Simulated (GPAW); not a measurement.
Crystal: CdTe.

```
CELL_PARAMETERS angstrom
0.00000 3.20500 3.20500
3.20500 0.00000 3.20500
3.20500 3.20500 0.00000
ATOMIC_POSITIONS crystal
Te 0.25000 0.25000 0.25000
Cd 0.00000 0.00000 0.00000
```

The cell isn't the ideal one: the cell as VASP's run set it.

Base run:

| Property | Result |
| --- | --- |
| Program | GPAW 26.7.0 |
| Functional | LDA |
| Potentials or basis | the program's PAW data sets (release 1.2.1) made for this functional |
| Cutoff | 600 eV |
| Basis | pw |
| k mesh | 7 × 7 × 7 |
| Occupations | gaussian, width 0.05 eV |
| Spin | no spin polarisation |

Its results: band gap on the k mesh 0.61 eV, direct; pressure -0.5 GPa.

Q: The run is repeated on the same cell with these changes: functional from LDA to PBE; potentials or basis from the program's PAW data sets (release 1.2.1) made for this functional to GPAW PAW data sets (gpaw-data 1.2.1). What comes out?

A: Band gap on the k mesh 0.87 eV, direct; pressure 3.8 GPa.

Caveats: spin-orbit coupling is left out, which moves the levels of the heavy elements.

